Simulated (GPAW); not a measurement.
## Quasiparticle gap of LiCl (Fm-3m) in GPAW

Wanted: ground state, empty states, screening and self-energy for LiCl (Fm-3m).

Program: GPAW 26.7.0. Level of theory: LDA and many-body steps on it, plane waves. Results are calculated unless marked as measured.

This is a report of a sequence of runs, with most program output left out.

The database entry behind the starting cell differs from later determinations by our own check (0.1 to 0.3 % short, probably kX units), so it need not match the best structure at ambient conditions.

## 1. Set-up

Symmetry: Fm-3m, No. 225, cubic system. The conventional cell has a = 5.130 Å, b = 5.130 Å, c = 5.130 Å, α = 90.00°, β = 90.00°, γ = 90.00°. Nearest to Li lie 6 Cl at 2.56 Å. Nearest to Cl lie 6 Li at 2.56 Å. Farther neighbours and most contacts between anions are not listed.

The cell and positions come from the Crystallography Open Database and are kept as given unless a step says otherwise.

## 2. Ground state

This step: GPAW 26.7.0; DFT, LDA, plane waves, PAW.

The ground-state density comes first.

The input, run.py:

```python
import json
import numpy as np
from gpaw.mpi import world
from ase import Atoms
from gpaw import GPAW, PW, FermiDirac

atoms = Atoms(['Li', 'Cl'],
    cell=[[0.0000000000, 2.5647700000, 2.5647700000],
      [2.5647700000, 0.0000000000, 2.5647700000],
      [2.5647700000, 2.5647700000, 0.0000000000]],
    scaled_positions=[[0.0000000000, 0.0000000000, 0.0000000000],
      [0.5000000000, 0.5000000000, 0.5000000000]],
    pbc=(True, True, True))
calc = GPAW(mode=PW(600),
    xc='LDA',
    kpts={'size': (8, 8, 8), 'gamma': True},
    occupations=FermiDirac(0.001),
    nbands=-7,
    convergence={'density': 1e-6, 'bands': -3},
    maxiter=100,
    txt='gs.txt')
atoms.calc = calc
res = {'energy': atoms.get_potential_energy()}
kpts = calc.get_ibz_k_points()
res['kpts'] = kpts
res['eigenvalues'] = [calc.get_eigenvalues(kpt=k) for k in range(len(kpts))]
res['n_electrons'] = calc.get_number_of_electrons()
calc.write('gs.gpw')

if world.rank == 0:
    with open('result.json', 'w') as f:
        json.dump(res, f, default=lambda x: x.tolist())
```

Run with:

```
mpirun -n 4 gpaw python run.py
```

Wall time 3.7 s (4 MPI ranks of Intel Xeon 6975P-C (Granite Rapids), shared host); peak memory 0.57 GiB.

Numbers from this step:

```yaml
total_energy: -8.025 eV
gap: 5.986 eV
k_of_the_valence_top: 0, 0, 0
k_of_the_conduction_bottom: 0, 0, 0
least_direct_gap: 5.986 eV
```

The gap is direct, at Γ.

## 3. Bands along the symmetry lines

The cheap functional maps the bands first; the places of the edges decide which points the dearer methods must see.

The input, run.py:

```python
import json
import numpy as np
from gpaw.mpi import world
from gpaw import GPAW

path = [[0.000000, 0.000000, 0.000000],
    [0.062500, 0.000000, 0.062500],
    [0.125000, 0.000000, 0.125000],
    [0.187500, 0.000000, 0.187500],
    [0.250000, 0.000000, 0.250000],
    [0.312500, 0.000000, 0.312500],
    [0.375000, 0.000000, 0.375000],
    [0.437500, 0.000000, 0.437500],
    [0.500000, 0.000000, 0.500000],
    [0.515625, 0.031250, 0.515625],
    [0.531250, 0.062500, 0.531250],
    [0.546875, 0.093750, 0.546875],
    [0.562500, 0.125000, 0.562500],
    [0.578125, 0.156250, 0.578125],
    [0.593750, 0.187500, 0.593750],
    [0.609375, 0.218750, 0.609375],
    [0.625000, 0.250000, 0.625000],
    [0.375000, 0.375000, 0.750000],
    [0.328125, 0.328125, 0.656250],
    [0.281250, 0.281250, 0.562500],
    [0.234375, 0.234375, 0.468750],
    [0.187500, 0.187500, 0.375000],
    [0.140625, 0.140625, 0.281250],
    [0.093750, 0.093750, 0.187500],
    [0.046875, 0.046875, 0.093750],
    [0.000000, 0.000000, 0.000000],
    [0.062500, 0.062500, 0.062500],
    [0.125000, 0.125000, 0.125000],
    [0.187500, 0.187500, 0.187500],
    [0.250000, 0.250000, 0.250000],
    [0.312500, 0.312500, 0.312500],
    [0.375000, 0.375000, 0.375000],
    [0.437500, 0.437500, 0.437500],
    [0.500000, 0.500000, 0.500000],
    [0.500000, 0.468750, 0.531250],
    [0.500000, 0.437500, 0.562500],
    [0.500000, 0.406250, 0.593750],
    [0.500000, 0.375000, 0.625000],
    [0.500000, 0.343750, 0.656250],
    [0.500000, 0.312500, 0.687500],
    [0.500000, 0.281250, 0.718750],
    [0.500000, 0.250000, 0.750000],
    [0.500000, 0.218750, 0.718750],
    [0.500000, 0.187500, 0.687500],
    [0.500000, 0.156250, 0.656250],
    [0.500000, 0.125000, 0.625000],
    [0.500000, 0.093750, 0.593750],
    [0.500000, 0.062500, 0.562500],
    [0.500000, 0.031250, 0.531250],
    [0.500000, 0.000000, 0.500000]]
calc = GPAW('gs.gpw').fixed_density(kpts=path,
    symmetry='off',
    nbands=14,
    convergence={'bands': 10},
    txt='bands.txt')
res = {}
kpts = calc.get_ibz_k_points()
res['kpts'] = kpts
res['eigenvalues'] = [calc.get_eigenvalues(kpt=k) for k in range(len(kpts))]
res['n_electrons'] = calc.get_number_of_electrons()

if world.rank == 0:
    with open('result.json', 'w') as f:
        json.dump(res, f, default=lambda x: x.tolist())
```

Run with:

```
mpirun -n 4 gpaw python run.py
```

The job ended after 4.1 s (4 MPI ranks; peak memory 0.65 GiB; 16 s of CPU time).

This step gave:

* gap: 5.981 eV
* k of the valence top: 0.0938, 0.0938, 0.1875
* k of the conduction bottom: 0, 0, 0
* least direct gap: 5.986 eV

The gap is 5.981 eV, −0.005 eV from the run before at this level.

Electronic bands along the path, in eV, zero at the top of the highest filled band; v1 is the highest filled band, c1 the lowest empty one:

| point | v4 | v3 | v2 | v1 | c1 | c2 | c3 | c4 |
| --- | --- | --- | --- | --- | --- | --- | --- | --- |
| Γ | -13.36 | -0.01 | -0.01 | -0.01 | 5.98 | 11.62 | 11.62 | 11.62 |
| halfway | -12.98 | -1.57 | -0.61 | -0.61 | 8.24 | 9.23 | 9.39 | 12.17 |
| X | -12.51 | -3.00 | -1.14 | -1.14 | 7.57 | 7.98 | 12.09 | 13.75 |
| halfway | -12.52 | -2.89 | -1.38 | -1.07 | 7.68 | 8.43 | 11.80 | 12.78 |
| U | -12.54 | -2.57 | -1.85 | -0.86 | 7.75 | 9.64 | 11.12 | 11.40 |
| jump to K | -12.54 | -2.57 | -1.85 | -0.86 | 7.75 | 9.64 | 11.12 | 11.40 |
| halfway | -12.96 | -1.77 | -0.90 | -0.09 | 7.60 | 9.77 | 10.00 | 10.56 |
| Γ | -13.36 | -0.01 | -0.01 | -0.01 | 5.98 | 11.62 | 11.62 | 11.62 |
| halfway | -13.08 | -1.64 | -0.14 | -0.14 | 6.87 | 10.34 | 10.34 | 10.66 |
| L | -12.77 | -2.90 | -0.26 | -0.26 | 6.39 | 9.14 | 9.14 | 12.66 |
| halfway | -12.65 | -2.63 | -1.36 | -0.60 | 7.87 | 9.00 | 10.19 | 11.44 |
| W | -12.52 | -2.20 | -2.20 | -1.10 | 9.26 | 9.77 | 10.12 | 10.12 |
| halfway | -12.52 | -2.78 | -1.49 | -1.12 | 8.05 | 8.64 | 11.50 | 11.81 |
| X | -12.51 | -3.00 | -1.14 | -1.14 | 7.57 | 7.98 | 12.09 | 13.75 |

## 4. Empty states on the mesh, 6×6×6 mesh, 117 bands

The sums over transitions need many empty states on a uniform mesh; this step solves for them.

The input, run.py:

```python
import json
import numpy as np
from gpaw.mpi import world
from gpaw import GPAW

calc = GPAW('gs.gpw').fixed_density(kpts={'size': (6, 6, 6), 'gamma': True},
    parallel={'domain': 1, 'band': 1},
    txt='nscf.txt')
calc.diagonalize_full_hamiltonian(nbands=117)
calc.write('full.gpw', mode='all')
res = {}
kpts = calc.get_ibz_k_points()
res['kpts'] = kpts
res['eigenvalues'] = [calc.get_eigenvalues(kpt=k) for k in range(len(kpts))]
res['n_electrons'] = calc.get_number_of_electrons()

if world.rank == 0:
    with open('result.json', 'w') as f:
        json.dump(res, f, default=lambda x: x.tolist())
```

Run with:

```
mpirun -n 4 gpaw python run.py
```

Wall time 6.4 s (4 MPI ranks); peak memory 1.1 GiB; 25 s of CPU time.

This step gave:

```yaml
gap: 5.986 eV
k_of_the_valence_top: 0, 0, 0
k_of_the_conduction_bottom: 0, 0, 0
least_direct_gap: 5.986 eV
k_points_computed: 16
lowest_point_of_the_top_converged_band_above_the_valence_top: 120.6164 eV
```

On this mesh the gap is 5.986 eV.

## 5. Screening and self-energy, 6×6×6 mesh, 107 bands, screening to 125 eV

G0W0 replaces the xc potential by the self-energy, built once from these orbitals. Only a window of levels is corrected, while the sums run over the empty bands that the input names.

This step: G0W0 on LDA, plane waves, PAW.

The input, run.py:

```python
import json
import numpy as np
from gpaw.mpi import world
from gpaw.response.g0w0 import G0W0

gw = G0W0('full.gpw',
    filename='gw',
    kpts=[0],
    bands=(2, 6),
    ecut=125,
    nbands=107,
    integrate_gamma='WS',
    ppa=True)
gw.calculate()
res = {mode: {k: v for k, v in r.items() if k != 'sigma_eskwn'}
       for mode, r in gw.all_results.items()}

if world.rank == 0:
    with open('result.json', 'w') as f:
        json.dump(res, f, default=lambda x: x.tolist())
```

Run with:

```
mpirun -n 4 gpaw python run.py
```

The job ended after 36 s (4 MPI ranks; peak memory 1 GiB; 2.4 min of CPU time).

This step gave:

```
G0W0 gap on the points computed              : 8.663 eV
least direct G0W0 gap on the computed points : 8.663 eV
Z at the valence top                         : 0.8060
Z at the conduction bottom                   : 0.8469
starting gap on the mesh                     : 5.986 eV
k of the valence top                         : 0, 0, 0
k of the conduction bottom                   : 0, 0, 0
```

The gap on the mesh goes from 5.99 eV to 8.66 eV, a correction of +2.68 eV.

Limits: finite bands, cutoff and mesh. v1 is the top filled band, c1 the lowest empty one. Levels before and after the correction, in eV, zero at the valence-band top of each column:

|  | conduction bottom | valence top |
| --- | --- | --- |
| Kohn-Sham | 5.99 | 0.00 |
| G0W0 | 8.66 | 0.00 |

|  | level | energy (eV) |
| --- | --- | --- |
| Kohn-Sham | Γ v2-v1 | 0.000 |
| Kohn-Sham | Γ c1 | 5.986 |
| Kohn-Sham | Γ c2 | 11.623 |
| G0W0 | Γ v2-v1 | 0.000 |
| G0W0 | Γ c1 | 8.663 |
| G0W0 | Γ c2 | 14.656 |

## 6. Where the time went

Times are wall times on 4 MPI ranks of Intel Xeon 6975P-C (Granite Rapids), shared host, good to a factor of about two.

| step | time | share | memory (GiB) |
| --- | --- | --- | --- |
| ground state | 3.7 s | 7 % | 0.57 |
| bands along the symmetry lines | 4.1 s | 8 % | 0.65 |
| empty states on the mesh | 6.4 s | 13 % | 1.1 |
| screening and self-energy | 36 s | 72 % | 1.0 |

## 7. Outcome

```json
{
  "LDA gap": "5.98 eV, indirect (only 5 meV under the direct gap)",
  "G0W0 gap on the mesh": "8.66 eV",
  "GW settings": "6×6×6 mesh, 107 bands, screening to 125 eV, Godby-Needs plasmon pole",
  "known limits": "not at the basis limit"
}
```

What this shows: G0W0 moves the gap on the mesh from 5.99 eV to 8.66 eV (+2.68 eV), with Z of 0.81 and 0.85 at the edges. Only 1 of the mesh's irreducible points was corrected, so a valley elsewhere could overtake. The dearest step here is «screening and self-energy». Bands and cutoff are finite, so the gap is not at the basis limit. The miss can reach some tenths of an eV and take either sign; the mesh is an error of its own. These stock PAW sets were not made for GW. In the G0W0 run levels were corrected at 1 k point alone, so a gap called «on the mesh» is the least over those, and an edge elsewhere would be missed.

[Paths, hosts, dates, memory and timing lines, banners, echoed tables and standing remarks are left out of the program output.]

[Logs are printed without paths, hosts, clocks, repeated set-up lines and the standing remarks that a program may print on its own settings, such as how far it seeks lower states.]

[Runs of the session that timed out or met a known fault of the program may be left out.]

[Hosts, paths, dates, database ids (printed as entryN), source tags and the programs' standing remarks are cut or masked in the printed files.]
